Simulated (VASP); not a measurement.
The system is GaP.

```
CELL_PARAMETERS angstrom
0.00000 2.72525 2.72525
2.72525 0.00000 2.72525
2.72525 2.72525 0.00000
ATOMIC_POSITIONS crystal
Ga 0.00000 0.00000 0.00000
P 0.75000 0.75000 0.75000
```

| Item | Value |
| --- | --- |
| Program | VASP 6.6.1 |
| Task | relaxation of cell and atoms |
| Functional | optPBE-vdW |
| Potentials or basis | VASP PAW PBE potentials, release 64 (Ga_d, P) |
| Cutoff | 600 eV |
| k mesh | 8 × 8 × 8 |
| Occupations | fermi-dirac, width 0.05 eV |
| Spin | no spin polarisation |

At the start: pressure 3.3 GPa; volume 20.24 Å³/atom.

Problem. How do energy, volume and symmetry change on relaxing?

Solution. Over 6 steps the energy falls by 8.2 meV/atom and the volume is 21.07 Å³/atom (+4.1 %); space group F-43m (No. 216, to 0.05 Å).

The path:
```
step  energy change (eV)  largest force (eV/Å)  pressure (GPa)  volume (Å³)
   1              0.0000                0.0000            3.26        40.48
   2             -0.0130                0.0000           -1.39        42.94
   3             -0.0163                0.0000            0.08        42.14
   4             -0.0163                0.0000           -0.10        42.19
   5             -0.0163                0.0000            0.07        42.11
   6             -0.0163                0.0000           -0.03        42.14
```

Final structure:
```
Ga P
1.0
     0.00000    2.76200    2.76200
     2.76200    0.00000    2.76200
     2.76200    2.76200    0.00000
Ga P
1 1
Cartesian
  2.7620 0.0000 2.7620
  4.1430 4.1430 4.1430
```

Caveat: the PAW data sets were made with another functional, which shifts forces and pressure a little.
